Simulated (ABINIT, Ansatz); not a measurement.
# BAs (F-43m): G0W0 on several meshes in ABINIT, part 2 of 2

Wanted: mesh dependence and cost of G0W0 for BAs (F-43m).

ABINIT 10.8.3; PBE and many-body steps on it, plane waves. Known limits of the many-body steps: not at the basis limit; no spin-orbit coupling; coarse k mesh.

So far. Step 4 (6×6×6): The gap on the mesh goes from 1.29 eV to 1.93 eV, a correction of +0.64 eV. Step 5 (Empty states on the mesh, 4×4×4 mesh, 222 bands): On this mesh the gap is 1.453 eV.

**6. Screening, 4×4×4 mesh, 214 bands, screening to 283 eV**

This step: RPA screening on PBE, plane waves, norm-conserving pseudopotentials.

run.abi

```
acell 3*1.0 Angstrom
rprim 
  -0.000000000000 2.388500000000 2.388500000000
  2.388500000000 -0.000000000000 2.388500000000
  2.388500000000 2.388500000000 -0.000000000000
ntypat 2
znucl 5 33
natom 2
typat 1 2
xred 
  0.000000000000 0.000000000000 0.000000000000
  0.250000000000 0.250000000000 0.250000000000
pp_dirpath "pseudos"
pseudos "B.upf, As.upf"
ecut 44
ngkpt 4 4 4
nshiftk 1
shiftk 0 0 0
kptopt 1
chksymbreak 0
istwfk *1
occopt 1
irdwfk 1
optdriver 3
nband 214
ecuteps 10.4
inclvkb 2
awtr 1
symchi 1
indata_prefix "in"
outdata_prefix "out"
tmpdata_prefix "tmp"
```

On the command line:

```console
$ OMP_NUM_THREADS=1 mpirun -n 4 abinit run.abi > log
```

The program printed:

```text
.Version 10.8.3 of ABINIT. v10.8.2 released Aug 2026.

 Symmetries : space group F-4 3 m (#216); Bravais cF (face-center cubic)
[... echo of the input left out ...]
== DATASET  1 ==================================================================
-   mpi_nproc: 4, omp_nthreads: 1 (-1 if OMP is not activated)

--- !DatasetInfo
iteration_state: {dtset: 1, }
dimensions: {natom: 2, nkpt: 8, mband: 214, nsppol: 1, nspinor: 1, nspden: 1, mpw: 2637, }
cutoff_energies: {ecut:  44.0, pawecutdg:  -1.0, }
electrons: {nelect:   2.60000000E+01, charge:   0.00000000E+00, occopt:   1.00000000E+00, tsmear:   1.00000000E-02, }

 SCREENING: Calculation of the susceptibility and dielectric matrices

 Based on a program developped by R.W. Godby, V. Olevano, G. Onida, and L. Reining.
 Incorporated in ABINIT by V. Olevano, G.-M. Rignanese, and M. Torrent.
.Using double precision arithmetic ; gwpc =  8

[... cell and pseudopotentials left out ...]
--------------------------------------------------------------------------------

 ==== K-mesh for the wavefunctions ====
 Number of points in the irreducible wedge :     8
[... list of points left out ...]
 Together with 24 symmetry operations and time-reversal symmetry
 yields    64 points in the full Brillouin Zone.

 ==== Q-mesh for the screening function ====
 Number of points in the irreducible wedge :     8
[... list of points left out ...]
 Together with 24 symmetry operations and time-reversal symmetry
 yields    64 points in the full Brillouin Zone.

 setmesh: FFT mesh size selected  =    27x   27x   27
          total number of points  =        19683

 vcoul_init : cutoff-mode = AUXILIARY_FUNCTION
 q-points for optical limit:   1
     1)      0.000010    0.000020    0.000030

- screening: taking advantage of time-reversal symmetry
- Maximum band index for partially occupied states nbvw = 13
- Remaining bands to be divided among processors   nbcw = 201
- Number of bands treated by each node ~50

 Number of electrons calculated from density =   26.0000; Expected =   26.0000
 average of density, n =  0.141374
 r_s =    1.1908
 omega_plasma =   36.2695 [eV]

 calculating chi0 at frequencies [eV] :
  1    0.000000E+00    0.000000E+00
  2    0.000000E+00    3.626946E+01

--------------------------------------------------------------------------------
  q-point number  1        q = ( 0.000000, 0.000000, 0.000000) [r.l.u.]
--------------------------------------------------------------------------------
[... chi0 elements left out ...]
 For q-point:  0.000010 0.000020 0.000030
  dielectric constant =  14.0033
  dielectric constant without local fields =  15.3072

  Average fulfillment of the sum rule on Im[epsilon] for q-point    1 :     70.06  [%]
[... wings left out ...]
  q-point number  2        q = ( 0.250000, 0.000000, 0.000000) [r.l.u.]
--------------------------------------------------------------------------------
[... chi0 elements left out ...]
  Average fulfillment of the sum rule on Im[epsilon] for q-point    2 :     78.35  [%]

 [... 6 further q-points ...]
```

Run time: 67 s. Hardware: 4 MPI ranks of Intel Xeon Platinum 8375C at 2.90GHz (Ice Lake), shared host; peak memory 1.1 GiB.

Numbers from this step:

- ε∞ with local fields, on this mesh, along the program's q direction: 14.00
- the same without local fields: 15.31
- plasma frequency: 36.27 eV
- plane waves in the screening matrix: 283

**7. 4×4×4**

This step: G0W0 on PBE, plane waves, norm-conserving pseudopotentials.

Edit run.abi of step 6 so:

```diff
@@ -23,8 +23,17 @@
 irdwfk 1
-optdriver 3
+optdriver 4
 nband 214
+gwcalctyp 0
+ecutsigx 44
+symsigma 1
+nkptgw 2
+kptgw 
+  0.0000000000 0.0000000000 0.0000000000
+  0.5000000000 0.5000000000 0.0000000000
+bdgw 
+  11 16
+  12 15
 ecuteps 10.4
-inclvkb 2
-awtr 1
-symchi 1
+irdscr 1
+ppmodel 1
 indata_prefix "in"
```

The program printed:

```text
.Version 10.8.3 of ABINIT. v10.8.2 released Aug 2026.

 Symmetries : space group F-4 3 m (#216); Bravais cF (face-center cubic)
[... echo of the input left out ...]
== DATASET  1 ==================================================================
-   mpi_nproc: 4, omp_nthreads: 1 (-1 if OMP is not activated)

--- !DatasetInfo
iteration_state: {dtset: 1, }
dimensions: {natom: 2, nkpt: 8, mband: 214, nsppol: 1, nspinor: 1, nspden: 1, mpw: 2637, }
cutoff_energies: {ecut:  44.0, pawecutdg:  -1.0, }
electrons: {nelect:   2.60000000E+01, charge:   0.00000000E+00, occopt:   1.00000000E+00, tsmear:   1.00000000E-02, }

 SIGMA: Calculation of the GW corrections

 Based on a program developped by R.W. Godby, V. Olevano, G. Onida, and L. Reining.
 Incorporated in ABINIT by V. Olevano, G.-M. Rignanese, and M. Torrent.
.Using double precision arithmetic ; gwpc =  8

[... cell and pseudopotentials left out ...]
--------------------------------------------------------------------------------

 ==== K-mesh for the wavefunctions ====
 Number of points in the irreducible wedge :     8
[... list of points left out ...]
 Together with 24 symmetry operations and time-reversal symmetry
 yields    64 points in the full Brillouin Zone.

 ==== Q-mesh for screening function ====
 Number of points in the irreducible wedge :     8
[... list of points left out ...]
 Together with 24 symmetry operations and time-reversal symmetry
 yields    64 points in the full Brillouin Zone.

 vcoul_init : cutoff-mode = AUXILIARY_FUNCTION
 q-points for optical limit:   1
     1)      0.000010    0.000020    0.000030
 setmesh: FFT mesh size selected  =    40x   40x   40
          total number of points  =        64000

 Number of electrons calculated from density =   26.0000; Expected =   26.0000
[...]
number of omega for Sigma on real axis              0
 max omega for Sigma on real axis  [eV]           0.00
 zcut for avoiding poles [eV]                     0.10

 EPSILON^-1 parameters (SCR file):
 dimension of the eps^-1 matrix on file            283
 dimension of the eps^-1 matrix used               283
 number of plane-waves for wavefunctions          2637
 number of bands                                   214
 number of q-points in IBZ                           8
 number of frequencies                               2
 number of real frequencies                          1
 number of imag frequencies                          1

 matrix elements of self-energy operator (all in [eV])

 Perturbative Calculation

--- !SelfEnergy_ee
iteration_state: {dtset: 1, }
kpoint     : [   0.000,    0.000,    0.000, ]
spin       : 1
KS_gap     :    3.289
QP_gap     :    4.145
Delta_QP_KS:    0.856
data: !SigmaeeData |
     Band     E0 <VxcDFT>   SigX SigC(E0)      Z dSigC/dE  Sig(E)    E-E0       E
       11   7.999 -14.202 -15.766   0.759   0.808  -0.238 -14.852  -0.650   7.349
       12   7.999 -14.202 -15.766   0.759   0.808  -0.238 -14.852  -0.650   7.349
       13   7.999 -14.202 -15.766   0.759   0.808  -0.238 -14.852  -0.650   7.349
[...]
--- !SelfEnergy_ee
iteration_state: {dtset: 1, }
kpoint     : [   0.500,    0.500,    0.000, ]
spin       : 1
KS_gap     :    5.527
QP_gap     :    6.294
Delta_QP_KS:    0.768
data: !SigmaeeData |
     Band     E0 <VxcDFT>   SigX SigC(E0)      Z dSigC/dE  Sig(E)    E-E0       E
[...]
14   9.452 -11.147  -6.839  -4.427   0.818  -0.222 -11.244  -0.098   9.354
       15   9.457 -11.350  -6.931  -4.441   0.821  -0.217 -11.368  -0.018   9.439

== END DATASET(S) ==============================================================
================================================================================

 -outvars: echo values of variables after computation  --------
           etotal      0.0000000000E+00
            nband         214
             nkpt           8
          spgroup         216
 [... the other variables as echoed above ...]

 Calculation completed.
```

It took 25 s on 4 MPI ranks; peak memory 1.1 GiB.

This step gave:

```yaml
g0w0_gap_on_the_points_computed: 2.005 eV
starting_gap_on_the_mesh: 1.453 eV
k_of_the_valence_top: 0, 0, 0
k_of_the_conduction_bottom: 0.5, 0.5, 0
z_at_the_valence_top: 0.808
z_at_the_conduction_bottom: 0.818
least_direct_g0w0_gap_on_the_computed_points: 4.145 eV
```

Against G0W0 in ABINIT (6×6×6 mesh, 214 bands, screening to 283 eV, Godby-Needs plasmon pole), the gap moves by +0.073 eV.

**8. The runs together**

Times are wall times on 4 MPI ranks of Intel Xeon Platinum 8375C at 2.90GHz (Ice Lake), shared host, good to a factor of about two. A run's time includes the screening step that it read.

```
  run   mesh  bands  screening cutoff (eV)  DFT gap (eV)  gap on the mesh (eV)  direct (eV)  ε∞ used     time
6×6×6  6×6×6    214                    283         1.293                 1.932        4.159    10.51  9.5 min
4×4×4  4×4×4    214                    283         1.453                 2.005        4.145    14.00     92 s
```

**9. Summary of results**

```json
{"6×6×6": "1.932 eV", "4×4×4": "2.005 eV", "known limits": "not at the basis limit; no spin-orbit coupling; coarse k mesh"}
```

What this shows: 4×4×4: +0.073 eV against 6×6×6, +0.160 eV of it in the start. Bands and cutoff are finite, so the gap is not at the basis limit. The miss can reach some tenths of an eV and take either sign; the mesh is an error of its own. In the G0W0 runs levels were corrected at 2 k points alone, so a gap called «on the mesh» is the least over those, and an edge elsewhere would be missed. A denser mesh or path gives a starting gap of 1.21 eV: the GW mesh misses a band edge, so its gaps are not the fundamental one. The many-body steps are scalar-relativistic: spin-orbit coupling is not in them.

[Paths, hosts, dates, memory and timing lines, banners, echoed tables and standing remarks are left out of the program output.]

[Logs are printed without paths, hosts, clocks, repeated set-up lines and the standing remarks that a program may print on its own settings, such as how far it seeks lower states.]

[Runs of the session that timed out or met a known fault of the program may be left out.]

[Hosts, paths, dates, database ids (printed as entryN), source tags and the programs' standing remarks are cut or masked in the printed files.]

[G0W0 gaps are taken among the corrected bands and points alone; a level outside them can change the order at an edge.]

[Where Ansatz stands beside ABINIT at settings called matched, ABINIT's density can come from a denser mesh and the files from another edition; pairs whose starting gaps differed by over 0.03 eV were left out, so agreement reads better than it is.]
